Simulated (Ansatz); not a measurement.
The system is Si.

```
Si
1.0
     0.00000    2.72185    2.72185
     2.72185    0.00000    2.72185
     2.72185    2.72185    0.00000
Si
2
Cartesian
  2.7219 2.7219 2.7219
  4.0828 4.0828 4.0828
```

* Program: Ansatz 0.2.0
* Task: relaxation of cell and atoms
* Functional: LDA
* Potentials or basis: all-electron LAPW, scalar-relativistic
* Basis error allowed: 0.001 eV/atom
* k mesh: 8 × 8 × 8
* Occupations: fermi-dirac, width 0.05 eV
* Spin: no spin polarisation

At the start: volume 20.16 Å³/atom.

Problem. Where does the relaxation end?

Solution. Over 4 steps the energy falls by 3.2 meV/atom and the volume is 19.69 Å³/atom (-2.3 %); space group Fd-3m (No. 227, to 0.05 Å).

Step by step:
| step | energy change (eV) | largest force (eV/Å) | volume (Å³) |
| --- | --- | --- | --- |
| 1 | 0.0000 | 0.0000 | 40.33 |
| 2 | -0.0061 | 0.0000 | 39.61 |
| 3 | -0.0065 | 0.0000 | 39.38 |
| 4 | -0.0065 | 0.0000 | 39.38 |

Final structure:
```
CELL_PARAMETERS angstrom
0.00000 2.70037 2.70037
2.70037 0.00000 2.70037
2.70037 2.70037 0.00000
ATOMIC_POSITIONS crystal
Si 0.50000 0.50000 0.50000
Si 0.75000 0.75000 0.75000
```
